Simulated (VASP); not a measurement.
Runs of VASP 6.6.1 on C. The structure is hexagonal, space group P6/mmm (No. 191). The conventional cell has a = 2.461 Å, b = 2.461 Å, c = 3.354 Å, α = 90.00°, β = 90.00°, γ = 120.00°. C (site symmetry -6m2) has 3 C at 1.42 Å as nearest neighbours. The cell was built by a generator and needn't be a form met in nature.

```tsv
level	gap on the mesh (eV)	pressure (GPa)
rev-vdW-DF2	0.17	(a)
SCAN	0.14	-1.8
SCAN+rVV10	(b)	(c)
vdW-DF2	0.16	6.3
PBE+MBD	0.12	1.3
```

Alike in all rows: task single point; potentials or basis VASP PAW PBE potentials, release 64 (C); no spin polarisation; cell as given; k mesh 16 × 16 × 4; cutoff (eV) 520; smearing fermi-dirac 0.05 eV.

Task: Estimate the missing entries.

Result: (a) 2.0; (b) 0.15; (c) -2.2.

Caveats: the PAW data sets were made with another functional, which shifts forces and pressure a little (some runs).

A k mesh can miss the band edges.
